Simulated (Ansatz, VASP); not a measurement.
**Two plane-wave programs on SiC**

```
Si C
1.0
     4.35633    0.00000    0.00000
     0.00000    4.35633    0.00000
     0.00000    0.00000    4.35633
Si C
4 4
Direct
  0.00000 0.00000 0.00000
  0.00000 0.50000 0.50000
  0.50000 0.00000 0.50000
  0.50000 0.50000 0.00000
  0.25000 0.25000 0.25000
  0.25000 0.75000 0.75000
  0.75000 0.25000 0.75000
  0.75000 0.75000 0.25000
```

Alike in both runs: functional r2SCAN; k mesh 6 × 6 × 6; no spin polarisation.

Ansatz relaxed the structure, and its values are those at the end. VASP's run is a single point on that final structure, the one shown.

|  | VASP | Ansatz |
| --- | --- | --- |
| version | VASP 6.6.1 | Ansatz 0.2.0 |
| potentials or method | VASP PAW PBE potentials, release 64 (Si, C) | scalar-relativistic, plane waves, PAW |
| plane-wave cutoff (eV) | 520 | 500 |
| occupations | gaussian, width 0.01 eV | fixed |
| valence electrons in the cell | 32 | 32 |

VASP gave:

```
gap on the k mesh at the Fermi level (eV) : 1.72
least direct gap on the mesh (eV)         : 1.72
pressure (GPa)                            : -0.2
```

Problem. Estimate Ansatz's values.

Solution. gap on the k mesh at the Fermi level (eV): 1.71; least direct gap on the mesh (eV): 1.71; pressure (GPa): 0.0.

Caveats: the PAW data sets were made with another functional, which shifts forces and pressure a little (VASP). A k mesh can miss the band edges. r2SCAN opens gaps a little over a GGA but as a rule still falls short of measured ones.
